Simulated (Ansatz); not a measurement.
Crystal: Fe.

```
CELL_PARAMETERS angstrom
0.00000 1.94174 1.96511
1.49844 0.00000 1.96511
1.49844 1.94174 0.00000
ATOMIC_POSITIONS crystal
Fe 0.00000 0.00000 0.00000
```

```yaml
Program: Ansatz 0.2.0
Task: relaxation of cell and atoms
Functional: PBE0
Potentials_or_basis: Ansatz PAW
Cutoff: "420 eV (not typed: the program's choice for these potentials)"
k_mesh: 7 × 7 × 7
Occupations: fermi-dirac, width 0.05 eV
Spin: collinear spin, ferromagnetic start
Starting_moments: "[3.0] μB"
```

At the start: volume 11.44 Å³/atom.

Question: How do energy, volume and symmetry change on relaxing?

Answer: It ends after 8 steps and the volume is 12.31 Å³/atom (+7.7 %); space group I4/mmm (No. 139, to 0.05 Å); moment 2.87 μB per cell.

Step by step:
| step | energy change (eV) | largest force (eV/Å) | volume (Å³) |
| --- | --- | --- | --- |
| 1 | 0.0000 | 0.0000 | 11.44 |
| 2 | -0.0390 | 0.0000 | 12.00 |
| 3 | -0.0441 | 0.0000 | 12.29 |
| 4 | -0.0441 | 0.0000 | 12.32 |
| 5 | -0.0441 | 0.0000 | 12.32 |
| 6 | -0.0454 | 0.0000 | 12.32 |
| 7 | -0.0454 | 0.0000 | 12.31 |
| 8 | -0.0454 | 0.0000 | 12.31 |

Final structure:
```xyz
1
Lattice="0.0000 2.0157 2.0304 1.5045 0.0000 2.0304 1.5045 2.0157 0.0000" Properties=species:S:1:pos:R:3 pbc="T T T"
Fe    0.0000    0.0000    0.0000
```

Caveat: the k mesh is coarse (spacing up to 0.44 Å⁻¹), so the values aren't converged, least of all with exact exchange; the magnetic or orbital state may not be the lowest; the plane-wave basis is chosen anew once the cell has moved, so the energies of steps on either side of that aren't comparable; the PAW data sets come from PBE, with cores solved anew for the run's functional, which leaves a small shift of forces and pressure.
